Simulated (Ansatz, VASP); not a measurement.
One calculation of Sn, two programs

```
CELL_PARAMETERS angstrom
4.93396 0.00000 0.00000
-2.46698 4.27294 0.00000
0.00000 0.00000 2.95650
ATOMIC_POSITIONS crystal
Sn 0.00000 0.00000 0.00000
Sn 0.33333 0.66667 0.50000
Sn 0.66667 0.33333 0.50000
```

Alike in both runs: functional PBEsol; k mesh 7 × 7 × 10; occupations fermi-dirac, width 0.05 eV; no spin polarisation.

Ansatz relaxed the structure, and its values are those at the end. VASP's run is a single point on that final structure, the one shown.

|  | VASP | Ansatz |
| --- | --- | --- |
| version | VASP 6.6.1 | Ansatz 0.2.0 |
| potentials or method | VASP PAW PBE potentials, release 64 (Sn_d), cutoff 520 eV | all-electron LAPW, scalar-relativistic |

|  | VASP | Ansatz | Ansatz less VASP |
| --- | --- | --- | --- |
| pressure (GPa) | 23.0 | 23.0 | +0.01 |

Ansatz ran all-electron here, so the differences hold the error of VASP's frozen core and of both bases.

Caveats: so large a pressure means that the cell lies far from this level's equilibrium, or that cutoff or potentials fall short (VASP); the potentials were made for another functional, which shifts forces and pressure (VASP).
